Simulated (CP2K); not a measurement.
ZnS: equation of state with SCAN+D4

**Experimental background.**

From “Electronic, vibrational, and thermodynamic properties of ZnS (zincblende and rocksalt structure)”, 2009, arxiv:0911.5022, for a bulk crystal of ZnS: bulk modulus 76.9 GPa.

The system is ZnS.

```
Zn S
1.0
     3.82121    0.00000    0.00000
     1.91060    3.30926    0.00000
     1.91060    1.10309    3.12000
Zn S
1 1
Direct
  0.75000 0.75000 0.75000
  0.00000 0.00000 0.00000
```

- Program: CP2K 2026.2
- Task: equation of state
- Functional: SCAN
- Dispersion: D4
- Potentials or basis: POTENTIAL_UZH Zn GTH-SCAN-q12, S GTH-SCAN-q6; TZVP-MOLOPT-SCAN-GTH basis
- Density cutoff: 9184 eV
- k mesh: 9 × 9 × 9
- Occupations: fermi-dirac, width 0.0259 eV
- Spin: no spin polarisation
- SCF solver: diagonalisation with k points
- Quickstep method: GPW
- EPS_DEFAULT: 1.0E-9
- EPS_SCF: 1.0E-6
- MAX_SCF: 100
- SCF_GUESS: ATOMIC
- k points reduced by the point group: yes
- Mesh centred on Gamma: yes
- CHOLESKY: OFF
- EPS_EIGVAL: 1.0E-7
- MIXING METHOD: BROYDEN_MIXING
- MIXING ALPHA: 0.4
- MIXING BETA (1/bohr): 1.5
- NBUFFER: 8
- NGRIDS: 4
- REL_CUTOFF (Ry): 60
- Basis sets: Zn TZVP-MOLOPT-SCAN-GTH-q12, S TZVP-MOLOPT-SCAN-GTH-q6
- Potentials: Zn GTH-SCAN-q12 of POTENTIAL_UZH, S GTH-SCAN-q6 of POTENTIAL_UZH
- ADDED_MOS: [10]
- CUTOFF of the grids: 675 Ry

- Equilibrium volume: 19.38 Å³/atom
- Bulk modulus: 86 GPa
- Pressure derivative of the bulk modulus: 5.6 (rough: it moves with the points fitted)

Energy against volume, from the lowest point:
```tsv
volume (Å³/atom)	energy (meV/atom)
18.543	10.62
18.938	3.01
19.332	0.00
19.727	1.11
20.121	7.14
20.516	15.71
20.910	27.25
```

All runs of the series together: 7.9 min on 2 threads of Arm Neoverse V1 (shared host).

A measured bulk modulus of ZnS is 76.9 GPa (quoted in “Electronic, vibrational, and thermodynamic properties of ZnS (zincblende and rocksalt structure)”, 2009, arxiv:0911.5022); the calculated 86 GPa misses it by +12.1 %. The fit is for a static lattice scaled at fixed shape and fixed fractional positions.

Caveat: the basis of atomic orbitals isn't converged, which shifts pressures, moduli and gaps.
